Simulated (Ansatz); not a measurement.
**MoS2: band structure with LDA**

**What was measured.**

From “Multiwavelength excitation Raman Scattering Analysis of bulk and 2 dimensional MoS2: Vibrational properties of atomically thin MoS2 layers”, 2015, arxiv:1506.03228, for a bulk crystal of MoS2 at 300 K: band gap 1.3 eV (indirect).

The system is MoS2.

```xyz
6
Lattice="3.1690 0.0000 0.0000 -1.5845 2.7444 0.0000 0.0000 0.0000 12.3240" Properties=species:S:1:pos:R:3 pbc="T T T"
Mo    1.5845    0.9148    9.2430
Mo    0.0000    1.8296    3.0810
S     1.5845    0.9148    4.6461
S     0.0000    1.8296   10.8081
S     1.5845    0.9148    1.5159
S     0.0000    1.8296    7.6779
```

```json
{
  "Program": "Ansatz 0.2.0",
  "Task": "band structure",
  "Functional": "LDA",
  "Potentials or basis": "Ansatz PAW",
  "Cutoff": "420 eV (not typed: the program's choice for these potentials)",
  "k mesh": "7 × 7 × 3",
  "Occupations": "fermi-dirac, width 0.05 eV",
  "Spin": "spin-orbit coupling, no magnetisation",
  "Path": "[[\"G\", \"M\", \"K\", \"G\", \"A\", \"L\", \"H\", \"A\"], [\"L\", \"M\"], [\"K\", \"H\"]]",
  "Points for each segment of the path": "14"
}
```

| Quantity | Value |
| --- | --- |
| Pressure | -5.7 GPa |
| Largest force | 0.480 eV/Å |
| Band gap on the k mesh | 0.92 eV, indirect (least direct gap 2.01 eV) |
| Band gap along the path | 0.81 eV, indirect (least direct gap 1.62 eV) |

Forces in eV/Å, atoms in the order of the input:
```
Mo   0.000  0.000  0.000
Mo   0.000  0.000  0.000
S    0.000  0.000 -0.480
S    0.000  0.000 -0.480
S    0.000  0.000  0.480
S    0.000  0.000  0.480
```

Stress tensor (GPa, compression positive):
```
-5.82  0.00  0.00
 0.00 -5.82  0.00
 0.00  0.00 -5.38
```

Levels at the corners of the path, in eV from the valence-band top:
| point | band 50 | band 51 | band 52 | band 53 | band 54 | band 55 |
| --- | --- | --- | --- | --- | --- | --- |
| Γ | -1.17 | 0.00 | 0.00 | 2.03 | 2.03 | 2.06 |
| M | -1.41 | -1.30 | -1.30 | 1.56 | 1.56 | 1.60 |
| K | -0.84 | -0.61 | -0.61 | 1.01 | 1.01 | 1.01 |
| Γ | -1.17 | 0.00 | 0.00 | 2.03 | 2.03 | 2.06 |
| A | -0.27 | -0.27 | -0.27 | 2.04 | 2.04 | 2.04 |
| L | -1.35 | -1.35 | -1.35 | 1.58 | 1.58 | 1.58 |
| H | -0.81 | -0.66 | -0.66 | 1.01 | 1.01 | 1.01 |
| A | -0.27 | -0.27 | -0.27 | 2.04 | 2.04 | 2.04 |
| L | -1.35 | -1.35 | -1.35 | 1.58 | 1.58 | 1.58 |
| M | -1.41 | -1.30 | -1.30 | 1.56 | 1.56 | 1.60 |
| K | -0.84 | -0.61 | -0.61 | 1.01 | 1.01 | 1.01 |
| H | -0.81 | -0.66 | -0.66 | 1.01 | 1.01 | 1.01 |

Run time: 2.9 min on 2 threads of Intel(R) Xeon(R) Processor @ 2.50GHz (Skylake/Cascade Lake), on a shared host, peak memory 1.1 GiB.

Against the measured gap of MoS2, 1.3 eV (indirect; 300 K; “Multiwavelength excitation Raman Scattering Analysis of bulk and 2 dimensional MoS2: Vibrational properties of atomically thin MoS2 layers”, 2015, arxiv:1506.03228), the calculated 0.81 eV is off by -0.49 eV. The value is that of LDA, without temperature or zero-point motion. Semilocal functionals fall short of measured gaps as a rule.

Caveat: the k mesh misses the band edges, so the gap on the mesh is wider than the one along the path; the PAW data sets come from PBE, with cores solved anew for the run's functional, which leaves a small shift of forces and pressure.
